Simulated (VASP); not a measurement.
# MoS2 in VASP: a series of runs, part 2 of 2

VASP 6.6.1.

## (3) Single point, r2SCAN+rVV10

This run uses another cell than the first one, of 52.23 Å³/atom, 0.992 times its volume.

POSCAR reads:

```
MoS2
1.0
    3.1600000000      0.0000000000      0.0000000000
   -1.5800000000      2.7366402760      0.0000000000
    0.0000000000      0.0000000000     18.1200000000
S Mo
2 1
Direct
    0.3333333333      0.6666666667      0.4139072848
    0.3333333333      0.6666666667      0.5860927152
    0.6666666667      0.3333333333      0.5000000000
```

INCAR.step1 reads:

```
PREC     = Accurate       # precision mode
ENCUT    = 520            # plane-wave cutoff, eV
ISMEAR   = 0              # smearing method
SIGMA    = 0.01           # smearing width, eV
LREAL    = False          # projectors in reciprocal space
LASPH    = True           # aspherical terms in the spheres
NELM     = 100            # most SCF steps
NBANDS   = 20             # bands
GGA      = PE             # functional
ALGO     = Normal         # electronic algorithm
EDIFF    = 1E-4           # SCF threshold, eV
LWAVE    = True           # write WAVECAR
LCHARG   = False          # write CHGCAR
```

INCAR.step2 reads:

```
PREC     = Accurate       # precision mode
ENCUT    = 520            # plane-wave cutoff, eV
EDIFF    = 1E-7           # SCF threshold, eV
ISMEAR   = 0              # smearing method
SIGMA    = 0.01           # smearing width, eV
LREAL    = False          # projectors in reciprocal space
LASPH    = True           # aspherical terms in the spheres
NELM     = 100            # most SCF steps
ALGO     = Normal         # electronic algorithm
ISIF     = 2              # what is computed and relaxed
LWAVE    = False          # write WAVECAR
LCHARG   = False          # write CHGCAR
METAGGA  = R2SCAN         # meta-GGA
LMIXTAU  = True         
LUSE_VDW = True         
IVDW_NL  = 2            
BPARAM   = 11.95        
CPARAM   = 0.0093       
NBANDS   = 20             # bands
ISTART   = 1
```

KPOINTS reads:

```
Automatic mesh
0
Gamma
  12 12 1
```

Potentials or basis: VASP PAW PBE potentials, release 64 (S, Mo_sv).

On the command line:

```bash
$ cat potpaw_PBE.64/S/POTCAR potpaw_PBE.64/Mo_sv/POTCAR > POTCAR
$ cp INCAR.step1 INCAR
$ mpirun -np 1 vasp_std > vasp.out
$ cp INCAR.step2 INCAR
$ mpirun -np 1 vasp_std > vasp.out
```

OUTCAR:

```text
PREC = Accurate
   ENCUT = 520
   EDIFF = 1E-7
   ISMEAR = 0
   LREAL = False
   LASPH = True
   NELM = 100
   ISIF = 2
   METAGGA = R2SCAN
   IVDW_NL = 2
   BPARAM = 11.95
   ISTART = 1

 ion  position               nearest neighbor table
   1  0.333  0.667  0.414-   3 2.40   3 2.40   3 2.40
   2  0.333  0.667  0.586-   3 2.40   3 2.40   3 2.40
   3  0.667  0.333  0.500-   1 2.40   2 2.40   1 2.40   2 2.40   1 2.40   2 2.40

  LATTYP: Found a hexagonal cell.
 ALAT       =     3.1600000000
 C/A-ratio  =     5.7341772152

  Lattice vectors:

 A1 = (   3.1600000000,   0.0000000000,   0.0000000000)
 A2 = (  -1.5800000000,   2.7366402760,   0.0000000000)
 A3 = (   0.0000000000,   0.0000000000,  18.1200000000)

Analysis of symmetry for initial positions (statically):
=====================================================================
 Subroutine PRICEL returns:
 Original cell was already a primitive cell.

 Routine SETGRP: Setting up the symmetry group for a
 hexagonal supercell.

 Subroutine GETGRP returns: Found 12 space group operations
 (whereof 12 operations were pure point group operations)
 out of a pool of 24 trial point group operations.

The static configuration has the point symmetry D_3h.

Analysis of symmetry for dynamics (positions and initial velocities):
=====================================================================
 Subroutine PRICEL returns:
 Original cell was already a primitive cell.

 Routine SETGRP: Setting up the symmetry group for a
 hexagonal supercell.

 Subroutine GETGRP returns: Found 12 space group operations
 (whereof 12 operations were pure point group operations)
 out of a pool of 24 trial point group operations.

The dynamic configuration has the point symmetry D_3h.

 Subroutine INISYM returns: Found 12 space group operations
 (whereof 12 operations are pure point group operations),
 and found     1 'primitive' translations

[... 107 lines left out ...]
   IALGO  =     38    algorithm
   IMIX   =      4    mixing-type and parameters
     AMIX     =   0.40;   BMIX     =  1.00
     AMIX_MAG =   1.60;   BMIX_MAG =  1.00
  volume/ion in A,a.u.               =      52.23       352.48
  Fermi-wavevector in a.u.,A,eV,Ry     =   0.899591  1.699980 11.010697  0.809263
  Thomas-Fermi vector in A             =   2.022443
   LORBIT       =      0    0 simple, 1 ext, 2 COOP (PROOUT), +10 PAW based schemes
   METAGGA = R2SCAN    functional components
   LHFCALC =     F    Hartree Fock is set to
   AEXX    =    0.0000 exact exchange contribution
   IVDW_NL    =     2    kernel type
   BPARAM     =11.9500
   IVDW    =     0    specifies the selected vdW correction
   LEPSILON=     F    determine dielectric tensor
   LRPA    =     F    only Hartree local field effects (RPA)
 non-spin polarized calculation
 Gauss-broadening in eV      SIGMA  =   0.01
  energy-cutoff  :      520.00
  volume of cell :      156.70
 maximum number of plane-waves:      4244
 NGX is ok and might be reduce to    24
   NGX = 11   NGY = 11   NGZ = 67

 number of electron      25.9999999 magnetization

 Free energy of the ion-electron system (eV)
  ---------------------------------------------------
  ext. energy  EPLUGINS =         0.00000000
  ---------------------------------------------------
  free energy    TOTEN  =       -44.35053944 eV

  energy without entropy =      -44.35053944  energy(sigma->0) =      -44.35053944

 E-fermi :  -1.6456     XC(G=0):  -4.3241

 val. band max:       -1.7689061067   @ k =   0.3333   0.3333   0.0000
 cond. band min:       0.0949426468   @ k =   0.3333   0.3333   0.0000
 fundamental gap:      1.8638487535
 Fermi energy:        -1.6456321753

 k-point     1 :       0.0000    0.0000    0.0000
  band No.  band energies     occupation
      1     -64.5286      2.00000
      2     -37.9591      2.00000
      3     -37.7192      2.00000
      4     -37.7192      2.00000
      5     -16.6022      2.00000
      6     -15.2077      2.00000
[... 426 lines left out ...]
     19       6.3809      0.00000
     20       8.4921      0.00000

------------------------ aborting loop because EDIFF is reached ----------------------------------------

  FORCE on cell =-STRESS in cart. coord.  units (eV):
  Direction    XX          YY          ZZ          XY          YZ          ZX
  --------------------------------------------------------------------------------------
  -------------------------------------------------------------------------------------
  Total        0.4437005      0.4437005     -0.0007069      0.0000000      0.0000000     -0.0000000
  in kB        4.5366737      4.5366737     -0.0072275      0.0000000      0.0000000     -0.0000000
  external PRESSURE =       3.0220399 kB  Pullay stress =       0.0000000 kB

 VOLUME and BASIS-vectors are now :
 -----------------------------------------------------------------------------
  energy-cutoff  :      520.00
  volume of cell :      156.70
      direct lattice vectors                 reciprocal lattice vectors
     3.160000000  0.000000000  0.000000000     0.316455696  0.182705781  0.000000000
    -1.580000000  2.736640276  0.000000000     0.000000000  0.365411563  0.000000000
     0.000000000  0.000000000 18.120000000     0.000000000  0.000000000  0.055187638

 POSITION                                       TOTAL-FORCE (eV/Angst)
 -----------------------------------------------------------------------------------
     -0.00000      1.82443      7.50000        -0.000000      0.000000     -0.007370
     -0.00000      1.82443     10.62000        -0.000000      0.000000      0.007370
      1.58000      0.91221      9.06000         0.000000     -0.000000      0.000000
 -----------------------------------------------------------------------------------
    total drift:                                0.000000     -0.000000      0.000000

  FREE ENERGIE OF THE ION-ELECTRON SYSTEM (eV)
  ---------------------------------------------------
  free  energy   TOTEN  =       -44.3505394400 eV

  energy  without entropy=      -44.3505394400  energy(sigma->0) =      -44.35053944
```

OUTCAR.step1:

```text
PREC = Accurate
   ENCUT = 520
   ISMEAR = 0
   LREAL = False
   LASPH = True
[... 656 lines left out ...]
     -0.00000      1.82443      7.50000         0.000000      0.000000     -0.192278
     -0.00000      1.82443     10.62000         0.000000      0.000000      0.192278
      1.58000      0.91221      9.06000        -0.000000      0.000000      0.000000
 -----------------------------------------------------------------------------------
    total drift:                               -0.000000      0.000000      0.000000

  FREE ENERGIE OF THE ION-ELECTRON SYSTEM (eV)
  ---------------------------------------------------
  free  energy   TOTEN  =       -21.8451337606 eV

  energy  without entropy=      -21.8451337606  energy(sigma->0) =      -21.84513376
```

Wall time 5.2 min (1 thread of Intel Xeon Platinum 8488C (Sapphire Rapids), shared host); peak memory 0.6 GiB.

Results:

```
Free energy            : -44.3505 eV
Largest force          : 0.007 eV/Å
Band gap on the k mesh : 1.86 eV, direct
```

Forces in eV/Å, atoms in the order of the input:
```
S    0.000  0.000 -0.007
S    0.000  0.000  0.007
Mo   0.000  0.000  0.000
```

Levels at points of the mesh, in eV from the valence-band top:
| k point | band 10 | band 11 | band 12 | band 13 | band 14 | band 15 | band 16 | band 17 |
| --- | --- | --- | --- | --- | --- | --- | --- | --- |
| (0.00, 0.00, 0.00) | -1.93 | -1.58 | -1.58 | -0.02 | 3.02 | 3.02 | 3.26 | 3.26 |
| (0.50, 0.00, 0.00) | -3.35 | -2.03 | -1.03 | -0.65 | 2.49 | 3.01 | 4.25 | 4.65 |

Caveat: the PAW data sets were made with another functional, which shifts forces and pressure a little. r2SCAN opens gaps a little over a GGA but as a rule still falls short of measured ones.
